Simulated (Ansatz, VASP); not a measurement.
**One calculation of Re, two programs**

```
CELL_PARAMETERS angstrom
0.00000 1.87625 1.97500
1.87625 0.00000 1.97500
1.87625 1.87625 0.00000
ATOMIC_POSITIONS crystal
Re 0.00000 0.00000 0.00000
```

Change from the starting cell: strain -0.050 along x and y, +0.000 along z, atoms carried along.

Alike in both runs: task single point; functional PBE; k mesh 20 × 20 × 20; occupations gaussian, width 0.15 eV; no spin polarisation.

```csv
,VASP,Ansatz
version,VASP 6.6.1,Ansatz 0.2.0
potentials or method,"VASP PAW PBE potentials, release 64 (Re)","scalar-relativistic, plane waves, PAW"
plane-wave cutoff (eV),520,420
valence electrons in the cell,7,15
```

VASP gave:

- gap on the k mesh at the Fermi level (eV): none
- pressure (GPa): 33.0
- largest component of the traceless stress (GPa): 12.48

Estimate Ansatz's values.

gap on the k mesh at the Fermi level (eV): none; pressure (GPa): 33.0; largest component of the traceless stress (GPa): 12.64.

A gap of «none» marks a metal or a gap that the smearing closes. The functional is the same, so the differences come from potentials, cutoffs and numerics. The two sets of potentials don't hold the same shells in valence.

Caveats: so large a pressure means that the cell lies far from this level's equilibrium, or that cutoff or potentials fall short (VASP). The runs have no spin-orbit coupling, so splittings on Re are missing.
